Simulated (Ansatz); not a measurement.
# Elastic constants of Si (I4_1/amd), step by step

```yaml
crystal:
  lattice:
    - [-2.39349, 2.39349, 1.31037]
    - [2.39349, -2.39349, 1.31037]
    - [2.39349, 2.39349, -1.31037]
  atoms:
    - { symbol: Si, position: [0.25000, 0.75000, 0.50000] }
    - { symbol: Si, position: [0.50000, 0.50000, 0.00000] }
```

Unless marked otherwise, the numbers come from PBEsol, all-electron LAPW in Ansatz 0.2.0, scalar-relativistic. k mesh 18×18×18, Fermi-Dirac smearing of 0.100 eV, basis error target 1 meV/atom. The cell was relaxed by PAW under this functional. This phase needn't be the one found at ambient conditions.

The cell is tetragonal and carries a residual pressure of 0.01 GPa at this level. Each strain component that symmetry leaves independent is applied at ±0.003 and ±0.006, the ions relax wherever a strain frees them, and the stress (tension positive, GPa) is read. Shears are engineering strains, γ = 2ε.

```csv
strain,size,σxx,σyy,σzz,σyz,σxz,σxy
xx,-0.006,-0.9861,-0.8276,-0.4093,0.0000,0.0000,0.0000
xx,-0.003,-0.5021,-0.4137,-0.2140,0.0000,0.0000,0.0000
xx,+0.003,0.4925,0.3802,0.1676,0.0000,0.0000,0.0000
xx,+0.006,1.0067,0.7546,0.3523,0.0000,0.0000,0.0000
zz,-0.006,-0.3936,-0.3936,-1.2275,0.0000,0.0000,0.0000
zz,-0.003,-0.2011,-0.2011,-0.6142,0.0000,0.0000,0.0000
zz,+0.003,0.1810,0.1810,0.5492,0.0000,0.0000,0.0000
zz,+0.006,0.3737,0.3737,1.0949,0.0000,0.0000,0.0000
yz,-0.006,-0.0127,-0.0082,-0.0210,-0.3554,0.0000,0.0000
yz,-0.003,-0.0107,-0.0095,-0.0213,-0.1775,0.0000,0.0000
yz,+0.003,-0.0107,-0.0096,-0.0213,0.1775,0.0000,0.0000
yz,+0.006,-0.0127,-0.0082,-0.0210,0.3554,0.0000,0.0000
xy,-0.006,-0.0117,-0.0117,-0.0179,0.0000,0.0000,-0.4656
xy,-0.003,-0.0104,-0.0104,-0.0205,0.0000,0.0000,-0.2327
xy,+0.003,-0.0104,-0.0104,-0.0205,0.0000,0.0000,0.2327
xy,+0.006,-0.0117,-0.0117,-0.0179,0.0000,0.0000,0.4656
```

The slope is [8(σ(+δ) − σ(−δ)) − (σ(+2δ) − σ(−2δ))]/(12δ), and the program imposes the crystal's symmetry on the matrix.

(1) What are the independent elastic constants?

(2) Is the crystal stable against homogeneous strain?

(3) What moduli does a random aggregate of grains have?

(4) With the density of 3.106 g/cm³, how fast does sound travel, and what Debye temperature follows?

(5) How far do the constants move if PAW replaces LAPW in the same cell?

(6) How far do the constants move if all-electron PAW (datasets made for the crystal) replaces LAPW in the same cell?

Answers

(1) C11 = 165.7, C12 = 132.5, C13 = 63.6, C33 = 194.0, C44 = 59.1, C66 = 77.6 GPa.

(2) The least eigenvalue of the 6×6 matrix is 33.2 GPa, so yes.

(3) Voigt and Reuss bounds: B from 115.2 to 116.1 and G from 41.3 to 56.9 GPa; their means are B = 115.7 and G = 49.1 GPa. Then E = 9BG/(3B + G) = 129.1 GPa, ν = (3B − 2G)/(6B + 2G) = 0.314 and B/G = 2.35, on the ductile side of Pugh's 1.75 (a rule of thumb).

(4) 

```tsv
direction	slow (m/s)	middle (m/s)	fast (m/s)
x	4364	4997	7303
y	4364	4997	7303
z	4364	4364	7903
```

The mean of v⁻³ over directions and branches gives v_m = 4420 m/s and θ_D = (ħ/k_B) v_m (6π²n)^(1/3) = 533 K, n being atoms per volume. Young's modulus spans 59 to 193 GPa over directions, and the universal anisotropy index is 1.89.

(5) 

```json
{"constant": "C11", "LAPW (GPa)": "165.7", "PAW (GPa)": "165.7", "difference": "0.0"}
{"constant": "C12", "LAPW (GPa)": "132.5", "PAW (GPa)": "133.1", "difference": "0.6"}
{"constant": "C13", "LAPW (GPa)": "63.6", "PAW (GPa)": "63.9", "difference": "0.3"}
{"constant": "C33", "LAPW (GPa)": "194.0", "PAW (GPa)": "194.0", "difference": "0.0"}
{"constant": "C44", "LAPW (GPa)": "59.1", "PAW (GPa)": "59.1", "difference": "0.0"}
{"constant": "C66", "LAPW (GPa)": "77.6", "PAW (GPa)": "77.3", "difference": "-0.3"}
```

(6) 

```
constant  LAPW (GPa)  all-electron PAW (datasets made for the crystal) (GPa)  difference
     C11       165.7                                                   165.5        -0.2
     C12       132.5                                                   132.5         0.0
     C13        63.6                                                    63.7         0.1
     C33       194.0                                                   193.9        -0.1
     C44        59.1                                                    59.1         0.0
     C66        77.6                                                    77.5        -0.1
```

Known limits: responses of metals move with mesh and smearing; the frozen-core PAW files of the compared runs were fitted under PBE, their cores solved anew for this functional.
